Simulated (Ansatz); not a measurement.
The system is Pd.

```
CELL_PARAMETERS angstrom
2.78367 0.00000 0.00000
-1.39183 2.41072 0.00000
0.00000 0.00000 4.62889
ATOMIC_POSITIONS crystal
Pd 0.33333 0.66667 0.25000
Pd 0.66667 0.33333 0.75000
```

This isn't the form of Pd at room conditions, which is fcc.

- Program: Ansatz 0.2.0
- Task: single point
- Functional: PBEsol
- Potentials or basis: Ansatz PAW
- Cutoff: 420 eV (not typed: the program's choice for these potentials)
- k mesh: 11 × 11 × 6
- Occupations: fermi-dirac, width 0.05 eV
- Spin: no spin polarisation

On this cell: pressure -10.3 GPa; largest force under 0.003 eV/Å; band gap on the k mesh none (metal or under the smearing width).

The same run follows on a disturbed copy (atoms moved at random, drawn with an rms of 0.05 Å):

```xyz
2
Lattice="2.7837 0.0000 0.0000 -1.3918 2.4107 0.0000 0.0000 0.0000 4.6289" Properties=species:S:1:pos:R:3 pbc="T T T"
Pd   -0.0483    1.6675    1.1155
Pd    1.3843    0.8293    3.5121
```

**Question.** What changes?

**Answer.** The energy (extrapolated to zero smearing) moves by +13.0 meV/atom; pressure -9.6 GPa; largest force 0.604 eV/Å; band gap on the k mesh none (metal or under the smearing width).

Forces in eV/Å, atoms in the order of the input:
```
Pd   0.032 -0.031  0.603
Pd  -0.032  0.031 -0.603
```

Stress tensor (GPa, compression positive):
```
-10.27   0.37   0.15
  0.37  -9.61  -0.14
  0.15  -0.14  -9.03
```

Caveats: the PAW data sets come from PBE, with cores solved anew for the run's functional, which leaves a small shift of forces and pressure.
